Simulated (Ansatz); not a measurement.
Vibrational response of Rh

Level of theory: Ansatz, DFT PBEsol, scalar-relativistic, plane waves, PAW. Settings: 420 eV plane-wave cutoff, Γ-centred 18×18×10 mesh, Fermi-Dirac smearing of 0.15 eV. No spin polarisation. Phonons by linear response, acoustic sum rule imposed.

The cell, relaxed at this level:
```
Rh
1.0
     2.69152    0.00000    0.00000
    -1.34576    2.33092    0.00000
     0.00000    0.00000    4.33650
Rh
2
Direct
  0.66667 0.33333 0.75000
  0.33333 0.66667 0.25000
```

In a metal, frequencies and elastic constants depend on the k mesh and the smearing, soft modes and shear constants most.

Optical modes at Γ; i marks an imaginary frequency:
```tsv
frequency (cm⁻¹)	degeneracy
152	2
249	1
```

All 3 optical modes at Γ are real: no displacement of atoms at fixed cell lowers the energy to second order. Strains and modes at other wave vectors aren't tested by this run.

This form isn't the element's structure at ambient conditions.

Cost: 1 run of about 0.5 core-minutes, on AMD EPYC 9R45 (Zen 5) (shared hosts).